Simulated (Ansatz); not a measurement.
The system is GaCuSe2.

```
Se Ga Cu
1.0
    -2.80955    2.80955    5.51300
     2.80955   -2.80955    5.51300
     2.80955    2.80955   -5.51300
Se Ga Cu
4 2 2
Cartesian
  1.4048 -1.4013 4.1348
  1.4013 1.4048 6.8913
  1.4048 4.2108 -1.3783
  1.4083 1.4048 1.3783
  2.8096 0.0000 2.7565
  0.0000 0.0000 5.5130
  0.0000 2.8096 2.7565
  0.0000 0.0000 0.0000
```

| Property | Result |
| --- | --- |
| Program | Ansatz 0.2.0 |
| Task | relaxation of cell and atoms |
| Functional | PBEsol |
| Potentials or basis | Ansatz PAW |
| Cutoff | 420 eV (not typed: the program's choice for these potentials) |
| k mesh | 7 × 7 × 7 |
| Occupations | fermi-dirac, width 0.05 eV |
| Spin | no spin polarisation |
| Hubbard terms | Cu d U = 1 eV |

At the start: volume 21.76 Å³/atom.

Question: How do energy, volume and symmetry change on relaxing?

Answer: It ends after 5 steps and the volume is 21.50 Å³/atom (-1.2 %); space group I-42d (No. 122, to 0.05 Å).

The path:
```csv
step,energy change (eV),largest force (eV/Å),volume (Å³)
1,0.0000,0.3745,174.07
2,-0.0322,0.1314,172.90
3,-0.0380,0.0035,171.85
4,-0.0380,0.0004,172.00
5,-0.0375,0.0003,172.00
```

Final structure:
```
Se Ga Cu
1.0
    -2.78738    2.78738    5.53454
     2.78738   -2.78738    5.53454
     2.78738    2.78738   -5.53454
Se Ga Cu
4 2 2
Direct
  0.11796 0.62500 0.99296
  0.87500 0.88204 0.50704
  0.63204 0.12500 0.00704
  0.37500 0.36796 0.49296
  0.25000 0.75000 0.50000
  0.50000 0.50000 0.00000
  0.75000 0.25000 0.50000
  0.00000 0.00000 0.00000
```

Caveat: the plane-wave basis is chosen anew once the cell has moved, so the energies of steps on either side of that aren't comparable; the PAW data sets come from PBE, with cores solved anew for the run's functional, which leaves a small shift of forces and pressure.
